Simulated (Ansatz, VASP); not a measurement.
TaN in VASP and in Ansatz

File INCAR:

```
SYSTEM = TaN
  PREC = Accurate
  ENCUT = 600
  EDIFF = 1E-6
  ISMEAR = -1
  SIGMA = 0.05
  LREAL = .FALSE.
  LASPH = .TRUE.
  NELM = 60
  ALGO = Normal
  ISIF = 3
  LWAVE = .FALSE.
  LCHARG = .FALSE.
  GGA = B5
  ALDAX = 1.0
  AGGAX = 1.0
  AGGAC = 1.0
  ALDAC = 0.0
  IBRION = 2
  NSW = 40
  EDIFFG = -0.005
```

Contents of KPOINTS:

```
regular mesh
0
G
  10 10 5
  0 0 0
```

The input POSCAR:

```
TaN
1.0
    2.9217699809      0.0000000000      0.0000000000
   -1.4608849905      2.5303270275      0.0000000000
    0.0000000000      0.0000000000      5.9165150000
Ta N
2 2
Direct
    0.0000000000      0.0000000000      0.5000000000
    0.0000000000      0.0000000000      0.0000000000
    0.3333333333      0.6666666667      0.2500000000
    0.6666666667      0.3333333333      0.7500000000
```

input.yaml

```yaml
crystal:
  lattice:
    - [2.9217699809, 0.0, 0.0]
    - [-1.4608849905, 2.5303270275, 0.0]
    - [0.0, 0.0, 5.916515]
  atoms:
    - { symbol: Ta, position: [0.0, 0.0, 0.5] }
    - { symbol: Ta, position: [0.0, 0.0, 0.0] }
    - { symbol: "N", position: [0.3333333333, 0.6666666667, 0.25] }
    - { symbol: "N", position: [0.6666666667, 0.3333333333, 0.75] }
hamiltonian:
  xc: blyp
  pseudopotentials: { kind: paw }
kpoints:
  mp_grid: { grid: [10, 10, 5] }
scf:
  occupations: { method: fermi_dirac, width: 0.05 }
output:
  forces: true
  stress: true
  eigenvalues: true
relax:
  f_tol: 0.01
  max_steps: 40
  cell: { stress_tol: 0.05 }
```

The cell comes from a database or a generator and needn't be the stable form of this composition.

Alike in both runs: task relaxation of cell and atoms; functional BLYP; k mesh 10 × 10 × 5; occupations fermi-dirac, width 0.05 eV; no spin polarisation.

```csv
,VASP,Ansatz
version,VASP 6.6.1,Ansatz 0.2.0
potentials or method,"VASP PAW PBE potentials, release 64 (Ta_pv, N)",Ansatz PAW
plane-wave cutoff (eV),600,420
valence electrons in the cell,32,36
```

VASP gave:

| Item | Value |
| --- | --- |
| gap on the k mesh at the Fermi level, each at its own relaxed structure (eV) | none |
| relaxed volume (Å³/atom) | 11.34 |
| relaxed cell length with the largest relative difference (Å) | 2.961 |
| energy change over the relaxation (meV/atom) | -14 |

Question: Estimate Ansatz's values.

Answer: gap on the k mesh at the Fermi level, each at its own relaxed structure (eV): none; relaxed volume (Å³/atom): 11.28; relaxed cell length with the largest relative difference (Å): 2.955; energy change over the relaxation (meV/atom): -10.

A gap of «none» marks a metal or a gap that the smearing closes. The two sets of potentials don't hold the same shells in valence.

Caveats: the PAW data sets were made with another functional, which shifts forces and pressure a little (VASP); the plane-wave basis is chosen anew once the cell has moved, so the energies of steps on either side of that aren't comparable (Ansatz); the pressure holds a Pulay correction of +0.5 GPa for the finite cutoff (Ansatz); the PAW data sets come from PBE, with cores solved anew for the run's functional, which leaves a small shift of forces and pressure (Ansatz). Spin-orbit coupling is left out, which matters for the levels of Ta.
